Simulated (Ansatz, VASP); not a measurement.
## CaO in VASP and in Ansatz

```xyz
4
Lattice="3.9276 0.0000 0.0000 -1.9638 3.4014 0.0000 0.0000 0.0000 4.9430" Properties=species:S:1:pos:R:3 pbc="T T T"
Ca    0.0000    2.2676    3.7073
Ca    1.9638    1.1338    1.2358
O     0.0000    2.2676    1.2358
O     1.9638    1.1338    3.7073
```

Alike in both runs: task single point; functional LDA; k mesh 9 × 9 × 6; occupations gaussian, width 0.05 eV; no spin polarisation.

|  | VASP | Ansatz |
| --- | --- | --- |
| version | VASP 6.6.1 | Ansatz 0.2.0 |
| potentials or method | VASP PAW LDA potentials, release 64 (Ca_sv, O) | scalar-relativistic, plane waves, PAW |
| plane-wave cutoff (eV) | 520 | 420 |
| valence electrons in the cell | 32 | 32 |

VASP gave:

| Item | Value |
| --- | --- |
| gap on the k mesh at the Fermi level (eV) | 3.11 |
| least direct gap on the mesh (eV) | 3.11 |
| pressure (GPa) | -5.1 |
| largest component of the traceless stress (GPa) | 4.06 |

Task: Which values does Ansatz return?

Result: gap on the k mesh at the Fermi level (eV): 3.11; least direct gap on the mesh (eV): 3.11; pressure (GPa): -5.6; largest component of the traceless stress (GPa): 3.88.

Caveats: an odd mesh through Γ misses points on the zone boundary, where band edges often lie.
